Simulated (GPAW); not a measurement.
Crystal: Ge.

```
Ge
1.0
     1.39715   -2.60052    0.00000
     1.39715    2.60052    0.00000
     0.00000    0.00000    2.69823
Ge
1
Direct
  0.50000 0.50000 0.00000
```

This isn't the form of Ge at room conditions, which is diamond.

```yaml
Program: GPAW 26.7.0
Task: single point
Functional: PBEsol
Potentials_or_basis: PAW data sets generated in the run's folder for this functional
Cutoff: 600 eV
Basis: pw
k_mesh: 11 × 11 × 10
Occupations: fermi-dirac, width 0.05 eV
Spin: no spin polarisation
```

On this cell: pressure -4.2 GPa; band gap on the k mesh none (metal or under the smearing width).

The same run follows on a disturbed copy (cell strained at random at fixed volume):

```
Ge
1.0
     1.36702   -2.63255    0.01333
     1.36007    2.62881    0.00776
     0.02036   -0.00289    2.73319
Ge
1
Direct
  0.51761 0.51484 0.99297
```

**Question.** What does the disturbed cell give?

**Answer.** The energy (extrapolated to zero smearing) moves by +12.8 meV/atom; pressure -3.8 GPa; band gap on the k mesh none (metal or under the smearing width).

Stress tensor (GPa, compression positive):
```
 0.17 -0.09 -0.31
-0.09 -5.05  0.07
-0.31  0.07 -6.59
```
